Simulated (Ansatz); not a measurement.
**Al2O3 at a changed volume — 17O NMR of the central transition**

Cell: a refined structure from the COD, relaxed with PBE at fixed cell and then changed (volume scaled by 0.96, ions relaxed).

Space group R-3c:H (No. 167); a = 4.6962, c = 12.8200 Å, γ = 120.00°.

```csv
site,Wyckoff,site symmetry,x,y,z
Al,12c,3.,0.0000,0.0000,0.8520
O,18e,.2,0.9735,0.3333,0.0833
```

One atom of each set is listed; the run and its k-mesh use a cell of 10 atoms with edges of 5.06, 5.06, 5.06 Å.

Level of theory: DFT, PBE, plane waves and PAW, scalar-relativistic, 420 eV cutoff, Γ-centred 8×8×8 k-points, Fermi–Dirac smearing 0.02 eV (Ansatz 0.2.0).

17O has I = 5/2 and Q = -25.58 mb (Pyykkö 2018); at 35.2 T its Larmor frequency is ν₀ = 203.3 MHz. Only the quadrupole interaction is simulated: positions count from each site's isotropic chemical shift, and J coupling is left out, as are shift anisotropy and dipolar coupling, which fast spinning averages.

Task: Simulate the second-order pattern (fast magic-angle spinning, Gaussian broadening 0.01 kHz) of site O (4 Al at 1.83–1.95 Å; also 2 Al at 3.18 Å).

Result: The calculation gives C_Q = 2.29 MHz and η = 0.50, so ν_Q = 0.343 MHz and the centre of gravity lies at -0.822 ppm (-0.167 kHz).

offset (kHz), height and a bar:
```
  -0.4195          0 
  -0.4010          4 #
  -0.3824          8 ###
  -0.3638          9 ###
  -0.3452          9 ###
  -0.3267         11 ###
  -0.3081         27 ########
  -0.2895         31 #########
  -0.2710         35 ##########
  -0.2524         40 ############
  -0.2338         55 #################
  -0.2153        100 ##############################
  -0.1967         73 ######################
  -0.1781         67 ####################
  -0.1596         68 ####################
  -0.1410         76 #######################
  -0.1224         94 ############################
  -0.1039         69 #####################
  -0.0853         57 #################
  -0.0667         50 ###############
  -0.0481         45 ##############
  -0.0296         41 ############
  -0.0110         14 ####
   0.0076          0
```

At this changed cell the PBE pressure is 19 GPa.
